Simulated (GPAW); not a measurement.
Crystal: SrCl2.

```xyz
3
Lattice="0.0000 3.4884 3.4884 3.4884 0.0000 3.4884 3.4884 3.4884 0.0000" Properties=species:S:1:pos:R:3 pbc="T T T"
Sr    0.0000    0.0000    0.0000
Cl    5.2325    5.2325    5.2325
Cl    1.7442    1.7442    1.7442
```

Base run:

| Quantity | Value |
| --- | --- |
| Program | GPAW 26.7.0 |
| Functional | PBE |
| Potentials or basis | GPAW PAW data sets (gpaw-data 1.2.1) |
| Cutoff | 450 eV |
| Basis | pw |
| k mesh | 5 × 5 × 5 |
| Occupations | fermi-dirac, width 0.05 eV |
| Spin | no spin polarisation |

Its results: band gap on the k mesh 5.42 eV, indirect (least direct gap 5.68 eV).

**Question.** The run is repeated on the same cell with these changes: functional from PBE to PBE0; k mesh from 5 × 5 × 5 to 4 × 4 × 4. What comes out?

**Answer.** Band gap on the k mesh 7.35 eV, indirect (least direct gap 7.59 eV).

Several settings changed at once, so the effect can't be laid on one alone.

Caveats: an odd mesh through Γ misses points on the zone boundary, where band edges often lie (some runs); exact exchange converges slowly with the k mesh, and this mesh is small (some runs).
